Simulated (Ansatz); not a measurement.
Relaxing La in the fcc type

First guess:

```yaml
crystal:
  lattice:
    - [0.00000, 2.42756, 2.42756]
    - [2.42756, 0.00000, 2.42756]
    - [2.42756, 2.42756, 0.00000]
  atoms:
    - { symbol: La, position: [0.00000, 0.00000, 0.00000] }
```

The calculation used Ansatz 0.2.0, DFT, PBE, PAW with Ansatz's default frozen-core files, scalar-relativistic.

Cell and atoms relax within the symmetry of the start on a 13×13×13 k mesh with 0.08 eV Fermi–Dirac smearing.

The start is built from a prototype, known or not as a phase of this compound; the cutoff is 420 eV.

Spin–orbit coupling is left out, though it moves levels of the heavy atoms by tenths of an eV or more.

Problem. What is the pressure of the first guess?

Solution. 9.04 GPa.

Problem. What does it relax to?

Solution. a = 5.282 Å, b = 5.282 Å, c = 5.282 Å, α = 90.00°, β = 90.00°, γ = 90.00° (conventional cell), 36.84 Å³ per atom:
Space group Fm-3m (No. 225). a = 5.282 Å, b = 5.282 Å, c = 5.282 Å, α = 90.00°, β = 90.00°, γ = 90.00°
```csv
atom,site,symmetry,x,y,z
La,4a,m-3m,0.0000,0.0000,0.0000
```

Problem. How much energy does the relaxation release?

Solution. 192 meV/atom.
